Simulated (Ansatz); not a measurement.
**Two Ansatz runs on Be**

The structure comes from a relaxation in the same program, started in the diamond type. Whether it is a known phase or the ground state wasn't checked. The listed cell was then made from it by scaling, straining or moving an atom.

First run: DFT, PBE, all-electron PAW with datasets made for the crystal, scalar-relativistic (Ansatz 0.2.0).

Command: `ansatz run input.yaml --threads 1 --pin off --max-ram 2048MiB --backend cpu --events-out ev --progress --plain --runs-dir out` The run took 3.2 s on 1 thread of Arm Neoverse N1, on a shared host.

```yaml
crystal:
  lattice:
    - [0.0, 2.4806809303, 2.4806809303]
    - [2.4806809303, 0.0, 2.4806809303]
    - [2.4806809303, 2.4806809303, 0.0]
  atoms:
    - { symbol: Be, position: [0.0, 0.0, 0.0] }
    - { symbol: Be, position: [0.25, 0.25, 0.25] }
kpoints:
  mp_grid: { grid: [13, 13, 13] }
scf:
  occupations: { method: fermi_dirac, width: 0.08 }
hamiltonian:
  xc: pbe
  pseudopotentials: { kind: all_electron, datasets: crystal }
output:
  forces: true
  stress: true
  eigenvalues: true
  efg: { contact_densities: true }
```

Result: converged; pressure -1.62 GPa; no gap on the k mesh; 5 SCF iterations.

The input is then changed:

```diff
@@ -8,5 +8,5 @@
     - { symbol: Be, position: [0.25, 0.25, 0.25] }
 kpoints:
-  mp_grid: { grid: [13, 13, 13] }
+  mp_grid: { grid: [20, 20, 20] }
 scf:
   occupations: { method: fermi_dirac, width: 0.08 }
```

(1) Predict the outcome of the changed run.

Answers

(1) It converged; energy at zero smearing +1.5 meV/atom from the first run; pressure -1.58 GPa; no gap on the k mesh; 5 SCF iterations.
